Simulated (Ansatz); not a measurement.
AlAu in Ansatz: the effect of functional

Crystal: AlAu.

```
Au Al
1.0
     3.24529    0.00000    0.00000
     0.00000    3.24529    0.00000
     0.00000    0.00000    3.24529
Au Al
1 1
Direct
  0.50000 0.50000 0.50000
  0.00000 0.00000 0.00000
```

The cell comes from a database or a generator and needn't be the stable form of this composition.

The cell isn't the ideal one: volume scaled by 1.02.

Alike in all runs:

```yaml
Program: Ansatz 0.2.0
Task: single point
Potentials_or_basis: Ansatz PAW
k_mesh: 8 × 8 × 8
Occupations: fermi-dirac, width 0.05 eV
Spin: no spin polarisation
```

**Question.** One run gave: pressure -9.5 GPa. Which functional did it use?
A. PBEsol
B. r2SCAN
C. LDA

**Answer.** C.

```tsv
functional	cutoff	pressure (GPa)
LDA	420 eV (not typed: the program's choice for these potentials)	-9.5
PBEsol	420 eV (not typed: the program's choice for these potentials)	-7.0
r2SCAN	500 eV (not typed: the program's choice for these potentials)	-6.8
```

Caveats: the PAW data sets come from PBE, with cores solved anew for the run's functional, which leaves a small shift of forces and pressure.
